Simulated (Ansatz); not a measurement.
# W: the cost of one run

All numbers are computed with the Python package of Ansatz 0.2.0. Level of theory: DFT PBE, plane waves, PAW.

This is W in the simple cubic structure; at room conditions it is bcc.

## Step 1: The system

W Pm-3m: It takes space group Pm-3m (No. 221, cubic). The conventional cell has a = 2.590 Å, b = 2.590 Å, c = 2.590 Å, α = 90.00°, β = 90.00°, γ = 90.00°. W (site symmetry m-3m) is surrounded by 6 W at 2.59 Å.

W Fd-3m: Symmetry: Fd-3m, No. 227, cubic system. Conventional cell: a = 5.480 Å, b = 5.480 Å, c = 5.480 Å, α = 90.00°, β = 90.00°, γ = 90.00°. W (site symmetry -43m) has 4 W at 2.37 Å as nearest neighbours.

The script holds or builds the structure itself.

## Step 2: The script

File transition_w.py:

```python
'''Pressure at which two phases of W cross.'''

import ansatz
import numpy as np
from tabulate import tabulate


def sc(a_site, a):
    return (
        ansatz.Lattice.cubic(a)
        .space_group(221)
        .atom(a_site, (0, 0, 0))
    )


def diamond(A, a):
    return ansatz.Crystal.diamond(A, a=a)


def run_phase(name, crystal, pressure=0.0):
    calc = (
        crystal.calculation()
        .basis(450)
        .functional('pbe')
        .kpoints(spacing=0.14)
        .occupations('gaussian', width=0.1)
    )
    calc = calc.relax(force_tolerance=0.01, max_steps=40, cell=True, pressure=pressure)
    return calc.run(threads=1)


def volume_per_atom(outcome):
    return abs(np.linalg.det(outcome.lattice.cell_ang)) / len(outcome.lattice.sites)


def main() -> None:
    phases = {}
    phases['sc'] = sc('W', 2.59)
    phases['diamond'] = diamond('W', 5.48)

    # H = E + PV, with 1 eV per cubic angstrom equal to 160.2 GPa
    pressures = [0, 10, 20, 30]
    enthalpy, volume = {name: [] for name in phases}, {name: [] for name in phases}
    for p in pressures:
        for name, crystal in phases.items():
            o = run_phase(name, crystal, pressure=p)
            volume[name].append(volume_per_atom(o))
            enthalpy[name].append(o.report['energy_sigma0_ev'] / len(o.lattice.sites) + p * volume[name][-1] / 160.21766)
    gap = np.array(enthalpy['diamond']) - np.array(enthalpy['sc'])
    rows = [(p, va, vb, 1000 * d) for p, va, vb, d in zip(pressures, volume['sc'], volume['diamond'], gap)]
    print(tabulate(rows, headers=['P (GPa)', 'V sc (A^3/atom)', 'V diamond (A^3/atom)', 'H(diamond) - H(sc) (meV/atom)'], floatfmt='.4f', tablefmt='rst'))
    crossings = [p0 - g0 * (p1 - p0) / (g1 - g0) for p0, p1, g0, g1 in zip(pressures, pressures[1:], gap, gap[1:]) if g0 * g1 < 0]
    print('crossing near', [round(float(p), 1) for p in crossings], 'GPa') if crossings else print('no crossing in this range')


if __name__ == '__main__':
    main()
```

## Step 3: Running it

Started as:

```sh
> python transition_w.py
```

Q: Estimate wall time and peak memory on 1 thread of Arm Neoverse V1, shared host.

About 2.2 min, with a peak of 0.52 GiB.
